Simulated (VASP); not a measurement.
# CO2 (I-42d) in VASP: a series of runs

Runs on CO2. Level: LDA. Tasks: single point, relaxation of cell and atoms.

Everything below comes from runs of VASP 6.6.1. Logs are shortened: lines on timing, memory, paths and dates and some standing lists are left out, and cuts for length are marked.

## Step 1: The crystal as given

Symmetry: I-42d, No. 122, tetragonal system. The conventional cell has a = 3.869 Å, b = 3.869 Å, c = 5.895 Å, α = 90.00°, β = 90.00°, γ = 90.00°. Around C (site symmetry -4) lie 4 O at 1.38 Å. O (site symmetry 2) is surrounded by 2 C at 1.38 Å.

## Step 2: Single point, LDA

INCAR

```
SYSTEM = CO2
PREC = Accurate
ENCUT = 520
EDIFF = 1E-6
ISMEAR = 0
SIGMA = 0.02
LREAL = .FALSE.
LASPH = .TRUE.
NELM = 100
ALGO = Normal
ISIF = 2
LWAVE = .FALSE.
LCHARG = .FALSE.
GGA = CA
NBANDS = 25
```

KPOINTS

```
Automatic mesh
0
G
  8 8 8
  0 0 0
```

POSCAR

```
CO2
1.0
   -1.9342954210      1.9342954210      2.9473067040
    1.9342954210     -1.9342954210      2.9473067040
    1.9342954210      1.9342954210     -2.9473067040
C O
2 4
Direct
    0.0000000000      0.0000000000      0.0000000000
    0.7500000000      0.2500000000      0.5000000000
    0.3750000000      0.2940865991      0.4190865991
    0.7059134009      0.1250000000      0.0809134009
    0.8750000000      0.9559134009      0.5809134009
    0.0440865991      0.6250000000      0.9190865991
```

Potentials or basis: VASP PAW LDA potentials, release 64 (C, O).

Run with:

```
$ cat potpaw_LDA.64/C/POTCAR potpaw_LDA.64/O/POTCAR > POTCAR
$ mpirun -np 1 vasp_std > vasp.out
```

OUTCAR:

```text
SYSTEM = CO2
   PREC = Accurate
   ENCUT = 520
   EDIFF = 1E-6
   ISMEAR = 0
   LREAL = .FALSE.
   LASPH = .TRUE.
   NELM = 100
   ISIF = 2
   GGA = CA

 ion  position               nearest neighbor table
   1  0.000  0.000  0.000-   3 1.38   4 1.38   5 1.38   6 1.38
   2  0.750  0.250  0.500-   4 1.38   5 1.38   6 1.38   3 1.38
   3  0.375  0.294  0.419-   1 1.38   2 1.38
   4  0.706  0.125  0.081-   1 1.38   2 1.38
   5  0.875  0.956  0.581-   1 1.38   2 1.38
   6  0.044  0.625  0.919-   2 1.38   1 1.38

  LATTYP: Found a body centered tetragonal cell.
 ALAT       =     3.8685908420
 C/A-ratio  =     1.5237107383

  Lattice vectors:

 A1 = (  -1.9342954210,   1.9342954210,   2.9473067040)
 A2 = (   1.9342954210,  -1.9342954210,   2.9473067040)
 A3 = (   1.9342954210,   1.9342954210,  -2.9473067040)

Analysis of symmetry for initial positions (statically):
=====================================================================
 Subroutine PRICEL returns:
 Original cell was already a primitive cell.

 Routine SETGRP: Setting up the symmetry group for a
 body centered tetragonal supercell.

 Subroutine GETGRP returns: Found  8 space group operations
 (whereof  4 operations were pure point group operations)
 out of a pool of 16 trial point group operations.

The static configuration has the point symmetry S_4 .
 The point group associated with its full space group is D_2d.

Analysis of symmetry for dynamics (positions and initial velocities):
=====================================================================
 Subroutine PRICEL returns:
 Original cell was already a primitive cell.

 Routine SETGRP: Setting up the symmetry group for a
 body centered tetragonal supercell.

 Subroutine GETGRP returns: Found  8 space group operations
 (whereof  4 operations were pure point group operations)
 out of a pool of 16 trial point group operations.

The dynamic configuration has the point symmetry S_4 .
 The point group associated with its full space group is D_2d.

 Subroutine INISYM returns: Found  8 space group operations
 (whereof  4 operations are pure point group operations),
 and found     1 'primitive' translations

----------------------------------------------------------------------------------------

                                     Primitive cell

  volume of cell :      44.1094

  direct lattice vectors                    reciprocal lattice vectors
    -1.934295421  1.934295421  2.947306704     0.000000000  0.258492056  0.169646409
     1.934295421 -1.934295421  2.947306704     0.258492056  0.000000000  0.169646409
     1.934295421  1.934295421 -2.947306704     0.258492056  0.258492056  0.000000000

  length of vectors
     4.021145901  4.021145901  4.021145901     0.309189339  0.309189339  0.365562971

  position of ions in fractional coordinates (direct lattice)
     0.000000000  0.000000000  0.000000000
     0.750000000  0.250000000  0.500000000
     0.375000000  0.294086599  0.419086599
     0.705913401  0.125000000  0.080913401
     0.875000000  0.955913401  0.580913401
     0.044086599  0.625000000  0.919086599

  ion indices of the primitive-cell ions
   primitive index   ion index
                 1           1
                 2           2
                 3           3
                 4           4
                 5           5
                 6           6

----------------------------------------------------------------------------------------

 KPOINTS: Automatic mesh

Automatic generation of k-mesh.
 Grid dimensions read from file:
 generate k-points for:    8    8    8

 Generating k-lattice:

  Cartesian coordinates                     Fractional coordinates (reciprocal lattice)
     0.000000000  0.032311507  0.021205801     0.125000000  0.000000000  0.000000000
     0.032311507  0.000000000  0.021205801     0.000000000  0.125000000  0.000000000
     0.032311507  0.032311507  0.000000000     0.000000000  0.000000000  0.125000000

  Length of vectors
     0.038648667  0.038648667  0.045695371

  Shift w.r.t. Gamma in fractional coordinates (k-lattice)
     0.000000000  0.000000000  0.000000000

 Subroutine IBZKPT returns following result:
 ===========================================

 Found     59 irreducible k-points:

 Following reciprocal coordinates:
            Coordinates               Weight
  0.000000  0.000000  0.000000      1.000000
  0.125000 -0.000000  0.000000      8.000000
  0.250000 -0.000000  0.000000      8.000000
  0.375000 -0.000000  0.000000      8.000000
  0.500000 -0.000000  0.000000      4.000000
  0.125000  0.125000  0.000000      8.000000
[... 16 lines left out ...]
  0.250000  0.125000  0.125000     16.000000
  0.375000  0.125000  0.125000      8.000000
 [... further k-points ...]
   k-points           NKPTS =     59   k-points in BZ     NKDIM =     59   number of bands    NBANDS=     25
   number of dos      NEDOS =    301   number of ions     NIONS =      6
   total plane-waves  NPLWV =  27000
   dimension x,y,z NGX =    30 NGY =   30 NGZ =   30
   dimension x,y,z NGXF=    60 NGYF=   60 NGZF=   60
   ions per type =               2   4
   NGX,Y,Z   is equivalent  to a cutoff of  12.40, 12.40, 12.40 a.u.
   NGXF,Y,Z  is equivalent  to a cutoff of  24.81, 24.81, 24.81 a.u.
 SYSTEM =  CO2
   PREC   = accura    normal or accurate (medium, high low for compatibility)
   ISTART =      0    job   : 0-new  1-cont  2-samecut
   ICHARG =      2    charge: 1-file 2-atom 10-const
   ISPIN  =      1    spin polarized calculation?
   LNONCOLLINEAR =      F non collinear calculations
   LSORBIT =      F    spin-orbit coupling
   LASPH  =      T    aspherical Exc in radial PAW
   ENCUT  =  520.0 eV  38.22 Ry    6.18 a.u.   7.48  7.48  7.48*2*pi/ulx,y,z
   NELM   =    100;   NELMIN=  2; NELMDL= -5     # of ELM steps
   EDIFF  = 0.1E-05   stopping-criterion for ELM
   LREAL  =      F    real-space projection
   EDIFFG = 0.1E-04   stopping-criterion for IOM
   NSW    =      0    number of steps for IOM
   IBRION =     -1    ionic relax: 0-MD 1-quasi-New 2-CG
   NFREE  =      0    steps in history (QN), initial steepest desc. (CG)
   ISIF   =      2    stress and relaxation
   ISYM   =      2    0-nonsym 1-usesym 2-fastsym
   POTIM  = 0.5000    time-step for ionic-motion
   TEBEG  =    0.0;   TEEND  =   0.0 temperature during run
   PSTRESS=    0.0 pullay stress
   NELECT =      32.0000    total number of electrons
   NUPDOWN=      -1.0000    fix difference up-down
   EMIN   =  10.00;   EMAX   =-10.00  energy-range for DOS
   EFERMI =   0.00;   METHOD = LEGACY
   ISMEAR =     0;   SIGMA  =   0.02  broadening in eV -4-tet -1-fermi 0-gaus
   EFERMI_NEDOS =   21; number of points for ismear=-14 and -15
   IALGO  =     38    algorithm
   IMIX   =      4    mixing-type and parameters
     AMIX     =   0.40;   BMIX     =  1.00
     AMIX_MAG =   1.60;   BMIX_MAG =  1.00
  volume/ion in A,a.u.               =       7.35        49.61
  Fermi-wavevector in a.u.,A,eV,Ry     =   1.471006  2.779799 29.441094  2.163859
  Thomas-Fermi vector in A             =   2.586194
   LORBIT       =      0    0 simple, 1 ext, 2 COOP (PROOUT), +10 PAW based schemes
   GGA     = CA    functional components
   LHFCALC =     F    Hartree Fock is set to
   AEXX    =    0.0000 exact exchange contribution
   IVDW    =     0    specifies the selected vdW correction
   LEPSILON=     F    determine dielectric tensor
   LRPA    =     F    only Hartree local field effects (RPA)
 non-spin polarized calculation
 Gauss-broadening in eV      SIGMA  =   0.02
  energy-cutoff  :      520.00
  volume of cell :       44.11
 maximum number of plane-waves:      1216
 NGX is ok and might be reduce to    30
   NGX = 15   NGY = 15   NGZ = 15

 number of electron      31.9999985 magnetization

 Free energy of the ion-electron system (eV)
  ---------------------------------------------------
  ext. energy  EPLUGINS =         0.00000000
  ---------------------------------------------------
  free energy    TOTEN  =       -49.09974497 eV

  energy without entropy =      -49.09974497  energy(sigma->0) =      -49.09974497

 E-fermi :   2.7816     XC(G=0): -12.0388

 val. band max:        2.6652165914   @ k =   0.5000  -0.0000   0.0000
 cond. band min:      10.1819299217   @ k =   0.0000   0.0000   0.0000
 fundamental gap:      7.5167133303
 Fermi energy:         2.7815968329

 k-point     1 :       0.0000    0.0000    0.0000
  band No.  band energies     occupation
      1     -21.7512      2.00000
      2     -16.3019      2.00000
      3     -16.3019      2.00000
      4     -15.5872      2.00000
      5     -12.1297      2.00000
      6      -7.4761      2.00000
[... 17 lines left out ...]
     24      17.9158      0.00000
     25      17.9158      0.00000

 k-point     2 :       0.1250   -0.0000    0.0000
  band No.  band energies     occupation
      1     -21.6431      2.00000
      2     -16.5633      2.00000
      3     -16.3340      2.00000
      4     -15.7403      2.00000
      5     -11.7853      2.00000
      6      -7.4524      2.00000
[... 17 lines left out ...]
     24      17.8775      0.00000
     25      18.1023      0.00000

 k-point     3 :       0.2500   -0.0000    0.0000
  band No.  band energies     occupation
      1     -21.3383      2.00000
      2     -17.2978      2.00000
      3     -16.3983      2.00000
      4     -15.9091      2.00000
      5     -11.1171      2.00000
      6      -7.4121      2.00000
[... 17 lines left out ...]
     24      17.6037      0.00000
     25      18.2193      0.00000

 k-point     4 :       0.3750   -0.0000    0.0000
  band No.  band energies     occupation
      1     -20.9246      2.00000
      2     -18.0958      2.00000
      3     -16.4464      2.00000
      4     -16.0208      2.00000
      5     -10.5953      2.00000
      6      -7.3390      2.00000
[... 17 lines left out ...]
     24      17.3229      0.00000
     25      17.9573      0.00000

 k-point     5 :       0.5000   -0.0000    0.0000
  band No.  band energies     occupation
      1     -20.6847      2.00000
      2     -18.4797      2.00000
      3     -16.4615      2.00000
      4     -16.0660      2.00000
      5     -10.4148      2.00000
      6      -7.2929      2.00000
[... 17 lines left out ...]
     24      17.3040      0.00000
     25      17.9273      0.00000

 k-point     6 :       0.1250    0.1250    0.0000
  band No.  band energies     occupation
      1     -21.4694      2.00000
      2     -16.9356      2.00000
      3     -16.3948      2.00000
      4     -15.9396      2.00000
      5     -11.2945      2.00000
      6      -7.5220      2.00000
[... 17 lines left out ...]
     24      17.8347      0.00000
     25      18.0428      0.00000
[... 393 lines left out ...]
 k-point    21 :       0.5000    0.5000    0.0000
  band No.  band energies     occupation
      1     -19.6153      2.00000
      2     -19.6153      2.00000
      3     -16.4226      2.00000
      4     -16.4226      2.00000
      5      -9.1882      2.00000
      6      -9.1882      2.00000
[... 17 lines left out ...]
     24      17.4404      0.00000
     25      18.0033      0.00000

 k-point    22 :       0.1250    0.1250    0.1250
  band No.  band energies     occupation
      1     -21.0598      2.00000
      2     -17.7884      2.00000
      3     -16.4806      2.00000
      4     -15.9959      2.00000
      5     -10.6867      2.00000
      6      -7.9553      2.00000
[... 17 lines left out ...]
     24      17.6476      0.00000
     25      18.4214      0.00000

 k-point    23 :       0.2500    0.1250    0.1250
  band No.  band energies     occupation
      1     -20.6437      2.00000
      2     -18.4326      2.00000
      3     -16.5440      2.00000
      4     -16.1270      2.00000
      5     -10.1766      2.00000
      6      -7.9803      2.00000
[... 17 lines left out ...]
     24      17.4621      0.00000
     25      17.9194      0.00000

 k-point    24 :       0.3750    0.1250    0.1250
  band No.  band energies     occupation
      1     -20.3871      2.00000
      2     -18.7806      2.00000
      3     -16.5626      2.00000
      4     -16.1836      2.00000
      5      -9.9678      2.00000
      6      -7.9497      2.00000
[... 17 lines left out ...]
     24      17.2653      0.00000
     25      18.0006      0.00000

 [... further k-points ...]

------------------------ aborting loop because EDIFF is reached ----------------------------------------

  FORCE on cell =-STRESS in cart. coord.  units (eV):
  Direction    XX          YY          ZZ          XY          YZ          ZX
  --------------------------------------------------------------------------------------
  -------------------------------------------------------------------------------------
  Total        0.7230896      0.7230896      0.6104909      0.0000000      0.0000000      0.0000000
  in kB       26.2646574     26.2646574     22.1747571      0.0000000      0.0000000      0.0000000
  external PRESSURE =      24.9013573 kB  Pullay stress =       0.0000000 kB

 VOLUME and BASIS-vectors are now :
 -----------------------------------------------------------------------------
  energy-cutoff  :      520.00
  volume of cell :       44.11
      direct lattice vectors                 reciprocal lattice vectors
    -1.934295421  1.934295421  2.947306704     0.000000000  0.258492056  0.169646409
     1.934295421 -1.934295421  2.947306704     0.258492056  0.000000000  0.169646409
     1.934295421  1.934295421 -2.947306704     0.258492056  0.258492056  0.000000000

 POSITION                                       TOTAL-FORCE (eV/Angst)
 -----------------------------------------------------------------------------------
      0.00000      0.00000      0.00000        -0.000000      0.000000     -0.000000
     -0.00000      1.93430      1.47365        -0.000000      0.000000      0.000000
      0.65413      0.96715      0.73683         0.141037     -0.000000      0.000000
     -0.96715      1.28017      2.21048        -0.000000     -0.141037     -0.000000
      1.28017      0.96715      3.68413        -0.141037      0.000000     -0.000000
      2.90144      0.65413     -0.73683        -0.000000      0.141037      0.000000
 -----------------------------------------------------------------------------------
    total drift:                               -0.000001     -0.000001     -0.000001

  FREE ENERGIE OF THE ION-ELECTRON SYSTEM (eV)
  ---------------------------------------------------
  free  energy   TOTEN  =       -49.0997449668 eV

  energy  without entropy=      -49.0997449668  energy(sigma->0) =      -49.09974497
```

Run time: 47 s. Hardware: 1 thread of Intel Xeon Platinum 8488C (Sapphire Rapids), shared host; peak memory 0.16 GiB.

What came out:

```
Free energy            : -49.0997 eV
Pressure               : 2.5 GPa
Largest force          : 0.141 eV/Å
Band gap on the k mesh : 7.52 eV, indirect (least direct gap 8.00 eV)
```

Forces on the atoms (eV/Å):
```
C    0.000  0.000  0.000
C    0.000  0.000  0.000
O    0.141  0.000  0.000
O    0.000 -0.141  0.000
O   -0.141  0.000  0.000
O    0.000  0.141  0.000
```

A k mesh can miss the band edges.

## Step 3: Relaxation of cell and atoms, LDA

This run uses another cell than the first one, of 7.33 Å³/atom, 0.998 times its volume.

INCAR

```
SYSTEM = CO2
PREC = Accurate
ENCUT = 600
EDIFF = 1E-6
ISMEAR = 0
SIGMA = 0.02
LREAL = .False.
LASPH = .True.
NELM = 100
ALGO = Normal
ISIF = 3
LWAVE = .False.
LCHARG = .False.
IBRION = 2
NSW = 100
EDIFFG = -0.005
```

KPOINTS

```
regular mesh
0
Gamma
  8 8 8
  0 0 0
```

POSCAR

```
CO2
1.0
   -1.9288123550      1.9288123550      2.9570435408
    1.9288123550     -1.9288123550      2.9570435408
    1.9288123550      1.9288123550     -2.9570435408
C O
2 4
Direct
    0.0000000000      0.0000000000      0.0000000000
    0.7500000000      0.2500000000      0.5000000000
    0.3750000000      0.2949006038      0.4199006038
    0.7050993962      0.1250000000      0.0800993962
    0.8750000000      0.9550993962      0.5800993962
    0.0449006038      0.6250000000      0.9199006038
```

Potentials or basis: VASP PAW LDA potentials, release 64 (C, O).

Run with:

```
$ cat potpaw_LDA.64/C/POTCAR potpaw_LDA.64/O/POTCAR > POTCAR
$ mpirun -np 1 vasp_std > vasp.out
```

It took 2.5 min on 1 thread of Intel Xeon Platinum 8488C (Sapphire Rapids), shared host; peak memory 0.17 GiB.

It converged, with:

| Item | Value |
| --- | --- |
| Free energy | -49.1270 eV |
| Relaxed volume | 7.37 Å³/atom |
| Relaxed cell | a = 4.026 Å, b = 4.026 Å, c = 4.026 Å, α = 122.52°, β = 122.52°, γ = 85.69° |
| Space group after relaxing (to 0.05 Å) | I-42d (No. 122) |
| Energy gained by relaxing | 0.4 meV/atom |
| Ionic steps | 9 |
| Pressure after relaxing | 0.1 GPa |
| Band gap on the k mesh | 7.49 eV, indirect (least direct gap 7.96 eV) |

The path:
| step | energy change (eV) | largest force (eV/Å) | pressure (GPa) | volume (Å³) |
| --- | --- | --- | --- | --- |
| 1 | 0.0000 | 0.1282 | 1.94 | 44.00 |
| 2 | 0.0037 | 0.2362 | -3.26 | 44.57 |
| 3 | -0.0019 | 0.0087 | 0.01 | 44.21 |
| 4 | -0.0019 | 0.0116 | -0.03 | 44.22 |
| 5 | -0.0020 | 0.0105 | -0.05 | 44.22 |
| 6 | -0.0021 | 0.0106 | -0.03 | 44.24 |
| 7 | -0.0021 | 0.0103 | -0.02 | 44.25 |
| 8 | -0.0021 | 0.0137 | 0.22 | 44.24 |
| 9 | -0.0021 | 0.0013 | 0.07 | 44.25 |

Final structure:
```yaml
crystal:
  lattice:
    - [-1.93578, 1.93578, 2.95194]
    - [1.93578, -1.93578, 2.95194]
    - [1.93578, 1.93578, -2.95194]
  atoms:
    - { symbol: C, position: [0.00000, 0.00000, 0.00000] }
    - { symbol: C, position: [0.75000, 0.25000, 0.50000] }
    - { symbol: O, position: [0.37500, 0.29505, 0.42005] }
    - { symbol: O, position: [0.70495, 0.12500, 0.07995] }
    - { symbol: O, position: [0.87500, 0.95495, 0.57995] }
    - { symbol: O, position: [0.04505, 0.62500, 0.92005] }
```

Levels at points of the mesh, in eV from the valence-band top:
```csv
k point,band 12,band 13,band 14,band 15,band 16,band 17,band 18,band 19,band 20
"(0.00, 0.00, 0.00)",-1.38,-1.38,-0.92,-0.92,-0.47,7.49,9.53,9.53,9.84
"(0.50, 0.00, 0.00)",-2.37,-1.84,-1.54,-0.48,0.00,8.41,9.68,10.15,10.46
"(0.50, 0.50, 0.00)",-2.78,-0.69,-0.69,-0.57,-0.57,9.23,9.23,10.11,10.11
"(0.50, 0.50, 0.50)",-3.12,-2.95,-2.95,-0.07,-0.07,8.89,8.89,10.99,10.99
```

(Continued in part 2 of 2.)
